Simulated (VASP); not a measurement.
Runs of VASP 6.6.1 on TiC. The structure is hexagonal, space group P-6m2 (No. 187). Conventional cell: a = 3.042 Å, b = 3.042 Å, c = 2.698 Å, α = 90.00°, β = 90.00°, γ = 120.00°. Around Ti (site symmetry -6m2) lie 6 C at 2.21 Å. Around C (site symmetry -6m2) lie 6 Ti at 2.21 Å. The cell was built by a generator and needn't be a form met in nature.

```tsv
task	level	potentials or basis	cell	cutoff (eV)	gap on the mesh (eV)	pressure (GPa)	relaxed volume (Å³/atom)
band structure	LDA	VASP PAW LDA potentials, release 64 (Ti_sv, C)	as given	520	-	(a)	-
relaxation of cell and atoms	RPBE	VASP PAW PBE potentials, release 64 (Ti_sv, C)	relaxed	600	none	0.1	11.03
relaxation of cell and atoms	LDA	VASP PAW LDA potentials, release 64 (Ti_sv, C)	relaxed	600	none	0.0	10.28
relaxation of cell and atoms	PBEsol	VASP PAW PBE potentials, release 64 (Ti_sv, C)	relaxed	600	none	-0.1	10.53
```

Alike in all rows: no spin polarisation; k mesh 10 × 10 × 10; smearing fermi-dirac 0.05 eV.

Q: Estimate the missing entries.

A: (a) -10.9.

Caveats: the PAW data sets were made with another functional, which shifts forces and pressure a little (some runs).

A gap of «none» marks a metal or a gap under the smearing width.

Runs at the PBE level aren't shown here.
